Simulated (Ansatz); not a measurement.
CuO:

```
CELL_PARAMETERS angstrom
2.83633 0.00000 0.00000
-1.41816 2.45633 0.00000
0.00000 0.00000 2.76811
ATOMIC_POSITIONS crystal
Cu 0.00000 0.00000 0.00000
O 0.66667 0.33333 0.50000
```

Measurements of this composition are mostly on another form, of space group No. 15.

Program: Ansatz 0.2.0. Alike in all runs: potentials or basis Ansatz PAW; no spin polarisation; cell as given; smearing fermi-dirac 0.05 eV. Hardware: 2 threads of Arm Neoverse V1 (shared host).

Task: Order these runs on this cell by their wall time, lowest first.
A. task band structure; level PBEsol+U; U Cu d U = 5.3 eV; k mesh 11 × 11 × 10; cutoff (eV) 420; points for each segment of the path 14; hubbard projectors ortho-atomic (the default); double counting fll (the default); mesh quality not flagged
B. task single point; level PBE; k mesh 11 × 11 × 10; cutoff (eV) 350; mesh quality not flagged
C. task band structure; level r2SCAN+U; U Cu d U = 5.3 eV; k mesh 11 × 11 × 10; cutoff (eV) 500; points for each segment of the path 14; hubbard projectors ortho-atomic (the default); double counting fll (the default); mesh quality not flagged
D. task single point; level PBE; k mesh 5 × 5 × 4; cutoff (eV) 420; mesh quality coarse

Result: D (0.49 s), B (1.6 s), A (4.5 s), C (9.1 s).

Caveats: some runs use coarse meshes; an odd number of electrons without spin polarisation forces a metal; a magnetic or distorted state may lie lower; the run has no spin polarisation, though such a crystal can be magnetic; U without spin polarisation on a metal has little footing (some runs).
